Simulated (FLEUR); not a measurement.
Crystal: CdSe (Cadmoselite).

```
CELL_PARAMETERS angstrom
4.30000 0.00000 0.00000
-2.15000 3.72391 0.00000
0.00000 0.00000 7.02000
ATOMIC_POSITIONS crystal
Cd 0.66667 0.33333 0.50000
Cd 0.33333 0.66667 0.00000
Se 0.66667 0.33333 0.88500
Se 0.33333 0.66667 0.38500
```

Base run:

```yaml
Program: FLEUR MaX-R8.1 (patched build s14)
Functional: Wu-Cohen GGA
Potentials_or_basis: all-electron
Basis: FLAPW
Kmax: 3.95 1/bohr
k_mesh: 7 × 7 × 4
Occupations: fermi-dirac, width 0.05 eV
Spin: no spin polarisation
```

Its results: band gap on the k mesh 0.55 eV, direct.

Question: The run is repeated on the same cell with these changes: k mesh from 7 × 7 × 4 to 5 × 5 × 3; spin from no spin polarisation to spin-orbit coupling, no magnetisation. What comes out?

Answer: Band gap on the k mesh 0.43 eV, direct.

Several settings changed at once, so the effect can't be laid on one alone.

Caveats: spin-orbit coupling is added in second variation on a limited number of bands (some runs).
